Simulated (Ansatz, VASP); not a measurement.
HfN in VASP and in Ansatz

```
Hf N
1.0
     0.00000    2.40471    2.40471
     2.40471    0.00000    2.40471
     2.40471    2.40471    0.00000
Hf N
1 1
Cartesian
  0.0000 0.0000 0.0000
  1.2024 1.2024 1.2024
```

Change from the starting cell: volume scaled by 0.94.

Alike in both runs: task single point; functional PBE; k mesh 9 × 9 × 9; occupations fermi-dirac, width 0.05 eV; no spin polarisation.

|  | VASP | Ansatz |
| --- | --- | --- |
| version | VASP 6.6.1 | Ansatz 0.2.0 |
| potentials or method | VASP PAW PBE potentials, release 64 (Hf_pv, N) | Ansatz PAW |
| plane-wave cutoff (eV) | 520 | 420 |
| valence electrons in the cell | 15 | 31 |

Ansatz gave:

| Property | Result |
| --- | --- |
| gap on the k mesh at the Fermi level (eV) | none |
| pressure (GPa) | 14.1 |

Q: What did VASP give for the same quantities?

A: gap on the k mesh at the Fermi level (eV): none; pressure (GPa): 13.2.

A gap of «none» marks a metal or a gap that the smearing closes. The two sets of potentials don't hold the same shells in valence.

Caveats: the pressure holds a Pulay correction of +0.4 GPa for the finite cutoff (Ansatz). The runs have no spin-orbit coupling, so splittings on Hf are missing.
